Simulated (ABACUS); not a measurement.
The system is Ag.

```
Ag
1.0
    -2.04275    0.00000    2.04275
     0.00000    2.04275    2.04275
    -2.04275    2.04275    0.00000
Ag
1
Direct
  0.00000 0.00000 0.00000
```

Program: ABACUS 3.10.1. Alike in all runs: task single point; no spin polarisation; cell as given; smearing fermi-dirac 0.05 eV.

Task: Order these runs on this cell by their pressure, lowest first.
A. level M06-L; potentials or basis SG15 ONCV 1.2 PBE, plane waves; k mesh 7 × 7 × 7; cutoff (eV) 1293; mesh quality coarse
B. level LDA; potentials or basis PseudoDojo NC SR 0.4.1 LDA standard, plane waves; k mesh 9 × 9 × 9; cutoff (eV) 1184; mesh quality not flagged
C. level SCAN; potentials or basis SG15 ONCV 1.2 PBE, plane waves; k mesh 7 × 7 × 7; cutoff (eV) 1293; mesh quality coarse
D. level OLYP; potentials or basis SSSP 1.3 efficiency PBE, plane waves; k mesh 9 × 9 × 9; cutoff (eV) 748; mesh quality not flagged

Result: B (-7.5 GPa), C (-1.3 GPa), A (3.0 GPa), D (7.2 GPa).

Caveats: some runs use coarse meshes; the potentials were made for another functional, which shifts forces and pressure (some runs).

Not every run made on this cell is shown here.
